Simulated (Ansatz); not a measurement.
# KI (Fm-3m) in Ansatz: notebook

Runs on KI. Level: PBEsol. Tasks: band structure.

All numbers are computed with Ansatz 0.2.0; they aren't measurements. Logs are shortened: lines on timing, memory, paths and dates and some standing lists are left out, and cuts for length are marked.

**Experimental background.**

A printed reference work, monograph reports, for a bulk crystal of KI: band gap 6.32 eV.

How close the calculation comes is told below.

## Step 1: The crystal as given

The structure is cubic, space group Fm-3m (No. 225). Conventional cell: a = 7.066 Å, b = 7.066 Å, c = 7.066 Å, α = 90.00°, β = 90.00°, γ = 90.00°. I (site symmetry m-3m) is surrounded by 6 K at 3.53 Å. K (site symmetry m-3m) has 6 I at 3.53 Å as nearest neighbours.

## Step 2: Band structure, PBEsol

input.yaml

```yaml
crystal:
  lattice:
    - [0.0, 3.532775, 3.532775]
    - [3.532775, 0.0, 3.532775]
    - [3.532775, 3.532775, 0.0]
  atoms:
    - { symbol: I, position: [0.5, 0.5, 0.5] }
    - { symbol: K, position: [0.0, 0.0, 0.0] }
kpoints:
  mp_grid: { grid: [7, 7, 7] }
  band_path:
    path:
      - [0.0, 0.0, 0.0]
      - [0.5, 0.0, 0.5]
      - [0.5, 0.25, 0.75]
      - [0.375, 0.375, 0.75]
      - [0.0, 0.0, 0.0]
      - [0.5, 0.5, 0.5]
      - [0.625, 0.25, 0.625]
      - [0.5, 0.25, 0.75]
    npoints: 6
scf:
  occupations: { method: fermi_dirac, width: 0.05 }
hamiltonian:
  xc: pbesol
  pseudopotentials: { kind: all_electron, lapw: { basis_error: 0.001 } }
output:
  forces: true
  stress: true
  eigenvalues: true
```

Potentials or basis: all-electron LAPW, scalar-relativistic.

Command:

```console
> ansatz run input.yaml --threads 1 --pin off --max-ram 3072MiB --backend cpu --events-out ev --progress --plain --runs-dir out
```

Log:

```text
Warning: RAYON_NUM_THREADS=1 ignored (pool sized by the plan → 1); use --threads N
LAPW: plane waves up to 5.518 Å⁻¹, error target 1.0e-3 eV per atom; small_component_spin mean_spin; K in spheres of 1.737 Å, 9 of its electrons in bands, Dirac shells []; I in spheres of 1.796 Å, 25 of its electrons in bands, Dirac shells [] (how accurate: hamiltonian.pseudopotentials.lapw.basis_error, Limitations)
Engine: ansatz 0.2.0, x86_64-unknown-linux-gnu
Pseudopotentials: kind: all_electron
Pseudopotential: I, LAPW, valence charge 25, lapw/all_electron/scalar/gaussian/I, Koelling and Harmon's equation, gaussian nucleus
Pseudopotential: K, LAPW, valence charge 9, lapw/all_electron/scalar/gaussian/K, Koelling and Harmon's equation, gaussian nucleus
Functional definition: PBEsol
  exchange = pbesol_x
  correlation = pbesol_c
Crystal: 2 atoms, lattice volume = 88.182 Å³
Basis set: ecut = 116.01524022813048 eV, 259 PW (Γ), exchange–correlation at level 2
Bands: 21, of which v1, the nominal top of the filled ones, is band 17 counted from 1 (16 counted from 0)
Symmetry: 48 space group operations
Space group: Fm-3m (ITA 225), of the structure as read, at distance tolerance 4.5e-5 Å
k-points: 20 of 343
Non-local potential: I, projectors of the file, none
Non-local potential: K, projectors of the file, none
Initial density: superposition of atomic densities (chi_scale 0.1, normalization cell, long waves kept (reshape's long-wave potential 0.00 eV rms))
Initial wavefunctions: plane waves of lowest kinetic energy (no species holds an atomic orbital)
Functional: x = pbesol(κ = 0.804, μ = 0.12345679012345678), c = pbesol(β = 0.046)
iter 1 solved again at ethr=6.31e-4 eV; its pass at ethr=1.00e-1 eV (dr2=2.14e-1 eV) is discarded
SCF iter   1: F=—  HF=-209927.163650 eV  |F-HF|=—  |Δ(HF+E_count)|=         —  Δρ=9.01e-3  dr2=2.14e-1  ethr=6.31e-4  ⟨swp⟩=2.4  Hψ=2702  notcnv=0
preconditioner: auto → none  [insulator: Δε(μ)=4.055 eV  Ē_g=13.578 eV  σ=0.050 eV  W_gap=1.00  n_scr=14 (ndim 8)  ℏωp=14.8 eV  f_vac=0.084  D(μ)=0.00/eV (n_scr^D=0)  ε∞_Penn≈2.2]
iter 2 solved again at ethr=4.63e-5 eV; its pass at ethr=6.30e-4 eV (dr2=1.57e-2 eV) is discarded
SCF iter   2: F=—  HF=-209927.090941 eV  |F-HF|=—  |Δ(HF+E_count)|=   7.27e-2  Δρ=2.58e-3  dr2=1.57e-2  ethr=4.63e-5  ⟨swp⟩=2.0  Hψ=2256  notcnv=0
SCF iter   3: F=—  HF=-209927.096472 eV  |F-HF|=—  |Δ(HF+E_count)|=         —  Δρ=1.18e-3  dr2=3.38e-3  ethr=4.63e-5  ⟨swp⟩=2.0  Hψ=1376  notcnv=0
the basis was enlarged: its passes take 68.0 KiB over the memory plan, 1 of 1 planned eigensolver slots
SCF iter   4: F=—  HF=-209927.098673 eV  |F-HF|=—  |Δ(HF+E_count)|=   2.20e-3  Δρ=2.03e-4  dr2=7.88e-5  ethr=9.95e-6  ⟨swp⟩=2.8  Hψ=1367  notcnv=0
SCF iter   5: F=—  HF=-209927.098867 eV  |F-HF|=—  |Δ(HF+E_count)|=   1.94e-4  Δρ=3.33e-5  dr2=2.05e-6  ethr=2.32e-7  ⟨swp⟩=3.0  Hψ=1356  notcnv=0
SCF iter   6: F=—  HF=-209927.098873 eV  |F-HF|=—  |Δ(HF+E_count)|=   6.58e-6  Δρ=3.73e-6  dr2=2.15e-8  ethr=6.04e-9  ⟨swp⟩=3.0  Hψ=1363  notcnv=0
SCF iter   7: F=-209927.098873 eV  HF=-209927.098873 eV  |F-HF|=4.71e-9  |Δ(HF+E_count)|=   5.63e-8  Δρ=9.03e-7  dr2=1.16e-9  ethr=6.32e-11  ⟨swp⟩=3.0  Hψ=1421  notcnv=0
SCF 1 converged in 7 iterations: F = -209927.098873 eV  dr2 = 1.16e-9
NSCF: frozen V_eff on 43 k-points
SCF converged after 7 iterations
Free energy (F): -209927.098873 eV
Harris-Foulkes:  -209927.098873 eV  (|F-HF|=4.71e-9)
Internal energy: -209927.098873 eV  (E = F + TS)
E sigma→0 (E₀):  -209927.098873 eV
Fermi energy:    5.025399 eV
--- Per-component energies (eV) ---
  E_band       = -1539.575796
  E_kinetic    = 221317.916178
  E_xc         = -5747.298594
  E_electrostatic = -425497.716457  (all electrons and nuclei)
  E_smearing   = -0.000000  (= −TS)
  E_closure    = 0.000000  (closes the sum)
  E_atoms      = -209921.316799  (free atoms, spherical and without spin; not in F)
  Σ components = -209927.098873   (vs F -209927.098873, Δ=0.00e0)
  Basis errors (estimates in eV, not in F): energy 4.0e-4 per atom: plane waves 3.6e-4 (1.9e-4 summed), levels above the bands 2.9e-47, relativity 3.4e-9, radial functions 3.9e-5, core shells 4.5e-8; eigenvalues (radial functions only) 2.3e-6; not estimated: angular momenta, meshes, grids; target (lapw.basis_error) 1.0e-3; muffin-tin radii K 1.737 Å, I 1.796 Å
--- Forces (eV/Å), atoms counted from 1 ---
  atom   1  I     -0.00000000     0.00000000     0.00000000
  atom   2  K      0.00000000    -0.00000000     0.00000000
  max |Σ_I F_I| component: 2.79e-31 eV/Å
--- Stress (GPa, compression-positive) ---
       -0.284249       0.000000       0.000000
        0.000000      -0.284249       0.000000
        0.000000       0.000000      -0.284249
  P = ⅓ Tr σ = -0.2842 GPa (-2.842 kbar)
--- Band table (eV; the first three rows and the last of 20) ---
  k-point 0: bands = ["-169.6640", "-116.7287", "-116.7287", "-116.7287", "-39.6478", "-39.6478", "-39.6448", "-39.6448", "-39.6448", "-25.2651", "-8.8186", "-8.8186", "-8.8186", "-7.4885", "3.0563", "3.0563", "3.0563", "6.8737", "9.4975", "9.4975", "9.4975"]
  k-point 1: bands = ["-169.6640", "-116.7287", "-116.7287", "-116.7287", "-39.6478", "-39.6478", "-39.6448", "-39.6448", "-39.6448", "-25.2647", "-8.8536", "-8.8191", "-8.8191", "-7.4297", "2.7226", "2.9864", "2.9864", "7.3636", "9.4018", "9.7161", "9.7161"]
  k-point 2: bands = ["-169.6640", "-116.7287", "-116.7287", "-116.7287", "-39.6478", "-39.6478", "-39.6448", "-39.6448", "-39.6448", "-25.2637", "-8.9237", "-8.8201", "-8.8201", "-7.3047", "2.1390", "2.8391", "2.8391", "8.1342", "9.6976", "10.2690", "10.2690"]
  k-point 19: bands = ["-169.6640", "-116.7287", "-116.7287", "-116.7287", "-39.6478", "-39.6478", "-39.6448", "-39.6448", "-39.6447", "-25.2622", "-8.8892", "-8.8538", "-8.8387", "-7.2748", "2.2469", "2.2680", "2.5668", "9.0532", "9.7449", "9.8358", "11.1706"]
```

Wall time 3.1 s (1 thread of Intel Xeon 6975P-C (Granite Rapids), shared host); peak memory 0.29 GiB.

What came out:

```
Free energy             : -209927.0989 eV
Pressure                : -0.3 GPa
Band gap on the k mesh  : 3.82 eV, direct
Band gap along the path : 3.82 eV, direct
```

Levels at the corners of the path, in eV from the valence-band top:
```csv
point,band 14,band 15,band 16,band 17,band 18,band 19,band 20,band 21
Γ,-10.54,0.00,0.00,0.00,3.82,6.44,6.44,6.44
X,-10.40,-1.02,-0.37,-0.37,4.84,5.68,8.08,8.65
W,-10.34,-0.74,-0.74,-0.61,6.37,6.37,6.58,8.09
K,-10.34,-0.87,-0.77,-0.39,5.51,6.56,7.51,8.21
Γ,-10.54,0.00,0.00,0.00,3.82,6.44,6.44,6.44
L,-10.25,-1.35,-0.34,-0.34,5.39,7.61,8.09,8.09
U,-10.34,-0.87,-0.77,-0.39,5.51,6.56,7.51,8.21
W,-10.34,-0.74,-0.74,-0.61,6.37,6.37,6.58,8.09
```

Caveat: spin-orbit coupling is left out, which moves the levels of the heavy elements.

## Step 3: Band structure, PBEsol

Edit input.yaml of step 2 so:

```diff
@@ -25,3 +25,6 @@
   xc: pbesol
-  pseudopotentials: { kind: all_electron, lapw: { basis_error: 0.001 } }
+  pseudopotentials:
+    kind: all_electron
+    lapw: { basis_error: 0.001 }
+    relativity: none
 output:
```

Potentials or basis: all-electron LAPW, non-relativistic.

Command:

```console
> ansatz run input.yaml --threads 1 --pin off --max-ram 3072MiB --backend cpu --events-out ev --progress --plain --runs-dir out
```

Run time: 2.9 s. Hardware: 1 thread of Intel Xeon 6975P-C (Granite Rapids), shared host; peak memory 0.28 GiB.

Results (log left out):

- Free energy: -204531.7032 eV
- Pressure: -0.1 GPa
- Band gap on the k mesh: 4.28 eV, direct
- Band gap along the path: 4.28 eV, direct

Levels at the corners of the path, in eV from the valence-band top:
```csv
point,band 14,band 15,band 16,band 17,band 18,band 19,band 20,band 21
Γ,-9.21,0.00,0.00,0.00,4.28,6.38,6.38,6.38
X,-9.01,-1.03,-0.38,-0.38,4.79,5.77,7.98,8.74
W,-8.96,-0.75,-0.75,-0.62,6.35,6.35,6.56,8.42
K,-8.96,-0.88,-0.78,-0.39,5.50,6.58,7.53,8.39
Γ,-9.21,0.00,0.00,0.00,4.28,6.38,6.38,6.38
L,-8.91,-1.36,-0.35,-0.35,5.53,7.67,7.98,7.98
U,-8.96,-0.88,-0.78,-0.39,5.50,6.58,7.53,8.39
W,-8.96,-0.75,-0.75,-0.62,6.35,6.35,6.56,8.42
```

Caveat: relativity is left out, which matters for the heavier elements; spin-orbit coupling is left out, which moves the levels of the heavy elements.

## Step 4: Band structure, PBEsol

Edit input.yaml of step 3 so:

```diff
@@ -25,6 +25,3 @@
   xc: pbesol
-  pseudopotentials:
-    kind: all_electron
-    lapw: { basis_error: 0.001 }
-    relativity: none
+  pseudopotentials: { kind: all_electron, datasets: crystal }
 output:
```

Potentials or basis: all-electron PAW datasets made for the crystal.

Command:

```console
> ansatz run input.yaml --threads 1 --pin off --max-ram 3072MiB --backend cpu --events-out ev --progress --plain --runs-dir out
```

It took 5.2 s on 1 thread of Intel Xeon 6975P-C (Granite Rapids), shared host; peak memory 0.44 GiB.

The run converged. Its results:

```
Free energy             : -209927.0993 eV
Pressure                : -0.3 GPa
Band gap on the k mesh  : 3.82 eV, direct
Band gap along the path : 3.82 eV, direct
```

Levels at the corners of the path, in eV from the valence-band top:
```
point  band 6  band 7  band 8  band 9  band 10  band 11
    Γ    0.00    0.00    0.00    3.82     6.44     6.44
    X   -1.02   -0.37   -0.37    4.84     5.68     8.08
    W   -0.74   -0.74   -0.61    6.37     6.37     6.58
    K   -0.87   -0.77   -0.39    5.51     6.56     7.51
    Γ    0.00    0.00    0.00    3.82     6.44     6.44
    L   -1.35   -0.34   -0.34    5.39     7.61     8.09
    U   -0.87   -0.77   -0.39    5.51     6.56     7.51
    W   -0.74   -0.74   -0.61    6.37     6.37     6.58
```

Caveat: spin-orbit coupling is left out, which moves the levels of the heavy elements.

## Step 5: Band structure, PBEsol

Edit input.yaml of step 4 so:

```diff
@@ -25,3 +25,6 @@
   xc: pbesol
-  pseudopotentials: { kind: all_electron, datasets: crystal }
+  pseudopotentials:
+    kind: all_electron
+    lapw: { basis_error: 0.001 }
+    dirac_shells: { I: ["3p", "3d"], K: ["2p"] }
 output:
```

Potentials or basis: all-electron LAPW, inner shells corrected to Dirac's equation.

Command:

```console
> ansatz run input.yaml --threads 1 --pin off --max-ram 3072MiB --backend cpu --events-out ev --progress --plain --runs-dir out
```

Log:

```text
Warning: RAYON_NUM_THREADS=1 ignored (pool sized by the plan → 1); use --threads N
LAPW: plane waves up to 5.518 Å⁻¹, error target 1.0e-3 eV per atom; small_component_spin mean_spin; K in spheres of 1.737 Å, 9 of its electrons in bands, Dirac shells [2p]; I in spheres of 1.796 Å, 25 of its electrons in bands, Dirac shells [2p, 3p, 3d] (how accurate: hamiltonian.pseudopotentials.lapw.basis_error, Limitations)
Engine: ansatz 0.2.0, x86_64-unknown-linux-gnu
Pseudopotentials: kind: all_electron
Pseudopotential: I, LAPW, valence charge 25, lapw/all_electron/scalar/gaussian/I, Koelling and Harmon's equation with Dirac's for 2p 3p 3d, gaussian nucleus
Pseudopotential: K, LAPW, valence charge 9, lapw/all_electron/scalar/gaussian/K, Koelling and Harmon's equation with Dirac's for 2p, gaussian nucleus
Functional definition: PBEsol
  exchange = pbesol_x
  correlation = pbesol_c
Crystal: 2 atoms, lattice volume = 88.182 Å³
Basis set: ecut = 116.01669962029557 eV, 259 PW (Γ), exchange–correlation at level 2
Bands: 21, of which v1, the nominal top of the filled ones, is band 17 counted from 1 (16 counted from 0)
Symmetry: 48 space group operations
Space group: Fm-3m (ITA 225), of the structure as read, at distance tolerance 4.5e-5 Å
k-points: 20 of 343
Non-local potential: I, projectors of the file, none
Non-local potential: K, projectors of the file, none
Initial density: superposition of atomic densities (chi_scale 0.1, normalization cell, long waves kept (reshape's long-wave potential 0.00 eV rms))
Initial wavefunctions: plane waves of lowest kinetic energy (no species holds an atomic orbital)
Functional: x = pbesol(κ = 0.804, μ = 0.12345679012345678), c = pbesol(β = 0.046)
iter 1 solved again at ethr=6.30e-4 eV; its pass at ethr=1.00e-1 eV (dr2=2.14e-1 eV) is discarded
SCF iter   1: F=—  HF=-209996.410742 eV  |F-HF|=—  |Δ(HF+E_count)|=         —  Δρ=9.01e-3  dr2=2.14e-1  ethr=6.30e-4  ⟨swp⟩=2.5  Hψ=2704  notcnv=0
preconditioner: auto → none  [insulator: Δε(μ)=4.055 eV  Ē_g=13.578 eV  σ=0.050 eV  W_gap=1.00  n_scr=14 (ndim 8)  ℏωp=14.8 eV  f_vac=0.084  D(μ)=0.00/eV (n_scr^D=0)  ε∞_Penn≈2.2]
iter 2 solved again at ethr=4.63e-5 eV; its pass at ethr=6.30e-4 eV (dr2=1.57e-2 eV) is discarded
SCF iter   2: F=—  HF=-209996.338069 eV  |F-HF|=—  |Δ(HF+E_count)|=   7.27e-2  Δρ=2.58e-3  dr2=1.57e-2  ethr=4.63e-5  ⟨swp⟩=2.0  Hψ=2256  notcnv=0
SCF iter   3: F=—  HF=-209996.343599 eV  |F-HF|=—  |Δ(HF+E_count)|=         —  Δρ=1.18e-3  dr2=3.38e-3  ethr=4.63e-5  ⟨swp⟩=2.0  Hψ=1376  notcnv=0
the basis was enlarged: its passes take 68.0 KiB over the memory plan, 1 of 1 planned eigensolver slots
SCF iter   4: F=—  HF=-209996.345799 eV  |F-HF|=—  |Δ(HF+E_count)|=   2.20e-3  Δρ=2.03e-4  dr2=7.87e-5  ethr=9.94e-6  ⟨swp⟩=2.8  Hψ=1367  notcnv=0
SCF iter   5: F=—  HF=-209996.345993 eV  |F-HF|=—  |Δ(HF+E_count)|=   1.94e-4  Δρ=3.33e-5  dr2=2.05e-6  ethr=2.32e-7  ⟨swp⟩=3.0  Hψ=1356  notcnv=0
SCF iter   6: F=—  HF=-209996.345999 eV  |F-HF|=—  |Δ(HF+E_count)|=   6.58e-6  Δρ=3.74e-6  dr2=2.15e-8  ethr=6.04e-9  ⟨swp⟩=3.0  Hψ=1363  notcnv=0
SCF iter   7: F=-209996.345999 eV  HF=-209996.345999 eV  |F-HF|=4.71e-9  |Δ(HF+E_count)|=   5.65e-8  Δρ=9.03e-7  dr2=1.16e-9  ethr=6.33e-11  ⟨swp⟩=3.0  Hψ=1421  notcnv=0
SCF 1 converged in 7 iterations: F = -209996.345999 eV  dr2 = 1.16e-9
NSCF: frozen V_eff on 43 k-points
SCF converged after 7 iterations
Free energy (F): -209996.345999 eV
Harris-Foulkes:  -209996.345999 eV  (|F-HF|=4.71e-9)
Internal energy: -209996.345999 eV  (E = F + TS)
E sigma→0 (E₀):  -209996.345999 eV
Fermi energy:    5.026146 eV
--- Per-component energies (eV) ---
  E_band       = -1539.422383
  E_kinetic    = 221672.679428
  E_xc         = -5750.333384
  E_electrostatic = -425918.692044  (all electrons and nuclei)
  E_smearing   = -0.000000  (= −TS)
  E_closure    = 0.000000  (closes the sum)
  E_atoms      = -209990.564224  (free atoms, spherical and without spin; not in F)
  Σ components = -209996.345999   (vs F -209996.345999, Δ=0.00e0)
  Basis errors (estimates in eV, not in F): energy 4.0e-4 per atom: plane waves 3.6e-4 (1.9e-4 summed), levels above the bands 2.9e-47, relativity 4.4e-9, radial functions 3.9e-5, core shells 4.5e-8; eigenvalues (radial functions only) 2.3e-6; not estimated: angular momenta, meshes, grids; target (lapw.basis_error) 1.0e-3; muffin-tin radii K 1.737 Å, I 1.796 Å
--- Forces (eV/Å), atoms counted from 1 ---
  atom   1  I     -0.00000000    -0.00000000     0.00000000
  atom   2  K      0.00000000     0.00000000     0.00000000
  max |Σ_I F_I| component: 4.36e-31 eV/Å
--- Stress (GPa, compression-positive) ---
       -0.283376      -0.000000       0.000000
       -0.000000      -0.283376      -0.000000
        0.000000      -0.000000      -0.283376
  P = ⅓ Tr σ = -0.2834 GPa (-2.834 kbar)
--- Band table (eV; the first three rows and the last of 20) ---
  k-point 0: bands = ["-169.6480", "-116.7112", "-116.7112", "-116.7112", "-39.6473", "-39.6473", "-39.6443", "-39.6443", "-39.6443", "-25.2643", "-8.8179", "-8.8179", "-8.8179", "-7.4877", "3.0572", "3.0572", "3.0572", "6.8744", "9.4977", "9.4977", "9.4977"]
  k-point 1: bands = ["-169.6480", "-116.7112", "-116.7112", "-116.7112", "-39.6473", "-39.6473", "-39.6443", "-39.6443", "-39.6443", "-25.2639", "-8.8529", "-8.8184", "-8.8184", "-7.4289", "2.7234", "2.9873", "2.9873", "7.3643", "9.4020", "9.7164", "9.7164"]
  k-point 2: bands = ["-169.6480", "-116.7112", "-116.7112", "-116.7112", "-39.6473", "-39.6473", "-39.6443", "-39.6443", "-39.6443", "-25.2630", "-8.9230", "-8.8194", "-8.8194", "-7.3039", "2.1397", "2.8400", "2.8400", "8.1347", "9.6981", "10.2692", "10.2692"]
  k-point 19: bands = ["-169.6480", "-116.7112", "-116.7112", "-116.7112", "-39.6473", "-39.6473", "-39.6443", "-39.6443", "-39.6443", "-25.2615", "-8.8884", "-8.8530", "-8.8380", "-7.2740", "2.2476", "2.2687", "2.5676", "9.0535", "9.7453", "9.8363", "11.1712"]
```

Run time: 3.2 s. Hardware: 1 thread of Intel Xeon 6975P-C (Granite Rapids), shared host; peak memory 0.29 GiB.

What came out:

```
Free energy             : -209996.3460 eV
Pressure                : -0.3 GPa
Band gap on the k mesh  : 3.82 eV, direct
Band gap along the path : 3.82 eV, direct
```

Levels at the corners of the path, in eV from the valence-band top:
```tsv
point	band 15	band 16	band 17	band 18	band 19	band 20
Γ	0.00	0.00	0.00	3.82	6.44	6.44
X	-1.02	-0.37	-0.37	4.84	5.68	8.08
W	-0.74	-0.74	-0.61	6.37	6.37	6.58
K	-0.87	-0.77	-0.39	5.51	6.56	7.51
Γ	0.00	0.00	0.00	3.82	6.44	6.44
L	-1.35	-0.34	-0.34	5.39	7.61	8.09
U	-0.87	-0.77	-0.39	5.51	6.56	7.51
W	-0.74	-0.74	-0.61	6.37	6.37	6.58
```

Caveat: spin-orbit coupling is left out, which moves the levels of the heavy elements.

## Step 6: Overview

```tsv
potentials or basis	cutoff (eV)	basis error allowed	gap on the mesh (eV)	pressure (GPa)
all-electron LAPW, scalar-relativistic	116	0.001 eV/atom	3.82	-0.3
all-electron LAPW, non-relativistic	115	0.001 eV/atom	4.28	-0.1
all-electron PAW datasets made for the crystal	200	-	3.82	-0.3
all-electron LAPW, inner shells corrected to Dirac's equation	116	0.001 eV/atom	3.82	-0.3
```

Alike in all rows: task band structure; level PBEsol; no spin polarisation; cell as given; k mesh 7 × 7 × 7; smearing fermi-dirac 0.05 eV.

Caveats: spin-orbit coupling is left out, which moves the levels of the heavy elements; relativity is left out, which matters for the heavier elements (some runs).

Compare energies only between runs with the same functional and basis.

## Step 7: How close it comes

Step 2. Measured gap of KI: 6.32 eV (a printed reference work, monograph). This calculation gives 3.82 eV (-2.50 eV). Spin-orbit coupling on I is left out. The value is that of PBEsol, without temperature or zero-point motion. Semilocal functionals fall short of measured gaps as a rule.

Step 3. Against the measured gap of KI, 6.32 eV (a printed reference work, monograph), the calculated 4.28 eV is off by -2.04 eV. Spin-orbit coupling on I is left out. The value is that of PBEsol, without temperature or zero-point motion. Semilocal functionals fall short of measured gaps as a rule.

Step 4. A measured gap of KI is 6.32 eV (a printed reference work, monograph); the calculated 3.82 eV misses it by -2.50 eV. Spin-orbit coupling on I is left out. The value is that of PBEsol, without temperature or zero-point motion. Semilocal functionals fall short of measured gaps as a rule.

Step 5. Against the measured gap of KI, 6.32 eV (a printed reference work, monograph), the calculated 3.82 eV is off by -2.50 eV. Spin-orbit coupling on I is left out. The value is that of PBEsol, without temperature or zero-point motion. Semilocal functionals fall short of measured gaps as a rule.
